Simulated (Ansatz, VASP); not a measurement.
**KCl: VASP beside Ansatz**

```
K Cl
1.0
     0.00000    2.99040    3.15610
     3.32180    0.00000    3.15610
     3.32180    2.99040    0.00000
K Cl
1 1
Direct
  0.00000 0.00000 0.00000
  0.50000 0.50000 0.50000
```

Change from the starting cell: strain +0.0525 x Voigt [1, -1, 0, 0, 0, 0], atoms carried along.

Alike in both runs: task single point; functional PBEsol; k mesh 6 × 6 × 6; occupations gaussian, width 0.05 eV; no spin polarisation.

|  | VASP | Ansatz |
| --- | --- | --- |
| version | VASP 6.6.1 | Ansatz 0.2.0 |
| potentials or method | VASP PAW PBE potentials, release 64 (K_sv, Cl) | scalar-relativistic, plane waves, PAW |
| plane-wave cutoff (eV) | 520 | 420 |
| valence electrons in the cell | 16 | 16 |

Ansatz gave:

- gap on the k mesh at the Fermi level (eV): 4.94
- least direct gap on the mesh (eV): 4.94
- pressure (GPa): -0.1
- largest component of the traceless stress (GPa): 1.94

**Question.** What did VASP give for the same quantities?

**Answer.** gap on the k mesh at the Fermi level (eV): 4.94; least direct gap on the mesh (eV): 4.94; pressure (GPa): 0.0; largest component of the traceless stress (GPa): 1.99.

Caveats: the PAW data sets were made with another functional, which shifts forces and pressure a little (VASP).
